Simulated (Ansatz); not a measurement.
# SnO2: 17O NMR of the central transition

Cell: a Materials Project structure (computed, not necessarily an observed phase), atoms as given.

```cif
data_SnO2
_symmetry_space_group_name_H-M 'Pbcn'
_symmetry_Int_Tables_number 60
_cell_length_a 4.7351
_cell_length_b 5.7509
_cell_length_c 5.2471
_cell_angle_alpha 90.000
_cell_angle_beta 90.000
_cell_angle_gamma 90.000
loop_
_atom_site_label
_atom_site_type_symbol
_atom_site_symmetry_multiplicity
_atom_site_Wyckoff_symbol
_atom_site_fract_x
_atom_site_fract_y
_atom_site_fract_z
Sn Sn 4 c 0.5000 0.6654 0.7500
O O 8 d 0.7303 0.6071 0.0786
```

One atom of each set is listed.

The numbers come from a DFT calculation in Ansatz (PBE, plane waves and PAW (field gradients read without the response of the frozen cores, which leaves them typically 4 to 6 % off), scalar-relativistic, 420 eV cutoff, Γ-centred 5×4×5 k-points, Fermi–Dirac smearing 0.02 eV).

17O has I = 5/2 and Q = -25.58 mb (Pyykkö 2018); at 23.5 T its Larmor frequency is ν₀ = 135.7 MHz. Only the quadrupole interaction is simulated: positions count from each site's isotropic chemical shift, and J coupling is left out, as are shift anisotropy and dipolar coupling, which fast spinning averages.

(1) Give C_Q, η, the quadrupolar product P_Q = |C_Q|(1 + η²/3)^½, the second-order isotropic shift and the breadth of the pattern (fast magic-angle spinning) for each O site.

Answers

(1) 

| site | first shell | C_Q (MHz) | η | P_Q (MHz) | δ_QIS (ppm) | breadth (kHz) |
| --- | --- | --- | --- | --- | --- | --- |
| O | 3 Sn at 2.04–2.11 Å; also 1 Sn at 3.32 Å | 6.70 | 0.42 | 6.89 | -15.5 | 4.86 |

δ_QIS = −(ν_Q²/30ν₀²)[I(I+1) − 3/4](1 + η²/3) × 10⁶ ppm with ν_Q = 3|C_Q|/[2I(2I−1)]; it falls as 1/B₀² in ppm, and the breadth as 1/B₀ in kHz.

At O V_zz stands upright on the plane through its three neighbours (within 2°).

At this cell the PBE pressure is 7 GPa, so with PBE the cell would grow if it were relaxed. The entry's cell may itself be off. Without spin–orbit coupling (the program notes it for Sn) the gradients are little affected as a rule: paired runs on crystals with a gap mostly move them by under 2 % at such atoms.

The run took 11 s of wall time (11 s of CPU time) and 0.53 GiB at its peak, on 1 thread of Intel Xeon Platinum 8488C (Sapphire Rapids) (x86_64; 16 cores open to the job, memory cap 3.0 GiB, no GPU), a shared host with a load of 0.2 a core.
